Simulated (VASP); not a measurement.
# Sb: single point with PBE

The system is Sb.

```xyz
1
Lattice="3.1600 0.0000 0.0000 0.0000 3.1600 0.0000 0.0000 0.0000 3.1600" Properties=species:S:1:pos:R:3 pbc="T T T"
Sb    0.0000    0.0000    0.0000
```

This isn't the form of Sb at room conditions, which is rhombohedral.

```
Program             : VASP 6.6.1
Task                : single point
Functional          : PBE
Potentials or basis : VASP PAW PBE potentials, release 64 (Sb)
Cutoff              : 500 eV
k mesh              : 8 × 8 × 8
Occupations         : gaussian, width 0.1 eV
Spin                : no spin polarisation
```

| Item | Value |
| --- | --- |
| Pressure | -2.3 GPa |
| Band gap on the k mesh | none (metal or under the smearing width) |

Levels at points of the mesh, in eV from the Fermi level:
| k point | band 1 | band 2 | band 3 | band 4 | band 5 | band 6 |
| --- | --- | --- | --- | --- | --- | --- |
| (0.00, 0.00, 0.00) | -11.92 | 3.17 | 3.17 | 3.17 | 6.92 | 6.92 |
| (0.50, 0.00, 0.00) | -9.70 | -5.15 | 5.00 | 5.00 | 8.90 | 10.50 |
| (0.50, 0.50, 0.00) | -7.36 | -3.24 | -3.24 | 2.44 | 6.83 | 12.44 |
| (0.50, 0.50, 0.50) | -4.80 | -1.46 | -1.46 | -1.46 | 4.96 | 4.96 |

It took 4.3 s on 1 thread of AMD EPYC 9R45 (Zen 5), on a shared host, peak memory 0.1 GiB.

Spin-orbit coupling is left out, which matters for the levels of Sb.
